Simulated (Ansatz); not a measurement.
MoS2: relaxation of cell and atoms with PBEsol

MoS2:

```xyz
3
Lattice="1.5855 0.9154 6.1150 -1.5855 0.9154 6.1150 0.0000 -1.8308 6.1150" Properties=species:S:1:pos:R:3 pbc="T T T"
Mo    0.0000    0.0000    0.0000
S     0.0000    0.0000    4.5862
S     0.0000    0.0000   13.7587
```

Measurements of this composition are mostly on another form, of space group No. 194.

```
Program             : Ansatz 0.2.0
Task                : relaxation of cell and atoms
Functional          : PBEsol
Potentials or basis : Ansatz PAW
Cutoff              : 420 eV (not typed: the program's choice for these potentials)
k mesh              : 10 × 10 × 10
Occupations         : fermi-dirac, width 0.05 eV
Spin                : no spin polarisation
```

```yaml
Relaxed_volume: 17.20 Å³/atom
Relaxed_cell: a = 6.357 Å, b = 6.357 Å, c = 6.357 Å, α = 28.47°, β = 28.47°, γ = 28.47°
Space_group_after_relaxing_to_0.05_Å: R-3m (No. 166)
Energy_gained_by_relaxing: 15.3 meV/atom
Ionic_steps: 5
Pressure_after_relaxing: 0.0 GPa
Band_gap_on_the_k_mesh: none (metal or under the smearing width)
```

Step by step:
```tsv
step	energy change (eV)	largest force (eV/Å)	volume (Å³)
1	0.0000	0.7588	53.25
2	-0.0359	0.2321	50.08
3	-0.0459	0.0008	51.60
4	-0.0459	0.0011	51.59
5	-0.0458	0.0011	51.59
```

Final structure:
```xyz
3
Lattice="1.5630 0.9024 6.0957 -1.5630 0.9024 6.0957 0.0000 -1.8048 6.0957" Properties=species:S:1:pos:R:3 pbc="T T T"
Mo    0.0000    0.0000    0.0000
S     0.0000    0.0000    4.4992
S     0.0000    0.0000   13.7879
```

Levels at points of the mesh, in eV from the Fermi level:
| k point | band 11 | band 12 | band 13 | band 14 | band 15 | band 16 |
| --- | --- | --- | --- | --- | --- | --- |
| (0.00, 0.00, 0.00) | -1.63 | -0.86 | -0.86 | 0.06 | 0.06 | 3.25 |
| (0.00, 0.00, -0.50) | -2.76 | -2.10 | -1.33 | 1.35 | 2.11 | 3.20 |
| (0.00, -0.50, -0.50) | -2.88 | -2.48 | -1.63 | 1.35 | 1.79 | 3.76 |
| (-0.50, -0.50, -0.50) | -0.84 | -0.84 | -0.24 | -0.09 | -0.09 | 3.40 |

It took 36 s on 2 threads of Intel(R) Xeon(R) Processor @ 2.50GHz (Skylake/Cascade Lake), on a shared host, peak memory 0.44 GiB.

Caveat: the plane-wave basis is chosen anew once the cell has moved, so the energies of steps on either side of that aren't comparable; the PAW data sets come from PBE, with cores solved anew for the run's functional, which leaves a small shift of forces and pressure.
